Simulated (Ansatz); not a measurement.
Free-standing sheet of Sb (a trial structure of the honeycomb type), relaxed with PBE+D3(BJ):

```xyz
2
Lattice="4.0687 0.0000 0.0000 -2.0343 3.5236 0.0000 0.0000 0.0000 28.0000" Properties=species:S:1:pos:R:3 pbc="T T F"
Sb    0.0000    2.3491   14.8250
Sb    2.0343    1.1745   13.1750
```

Theory: DFT PBE+D3(BJ), scalar-relativistic, plane waves, PAW (Ansatz 0.2.0). Plane waves to 420 eV, a k mesh through Γ of 9×9×1 on the computed 2-atom cell and Gaussian smearing (0.02 eV); no spin polarisation. The sheet is isolated along c (Coulomb cut-off).

```yaml
Band_gap_on_the_sampled_k_points: 1.17 eV
Least_direct_gap: 1.66 eV
Ionisation_potential_from_the_Kohn-Sham_band_edge: 4.70 eV
Electron_affinity_from_the_Kohn-Sham_band_edge: 3.53 eV
```

(1) What does r2SCAN give at the same atoms (9×9×1 mesh, 500 eV)?

Spin-orbit coupling is left out, which matters for the bands of heavy elements.

Answers

(1) Band gap on the sampled k points 1.42 eV; least direct gap 2.09 eV; ionisation potential from the Kohn-Sham band edge 4.93 eV; electron affinity from the Kohn-Sham band edge 3.51 eV.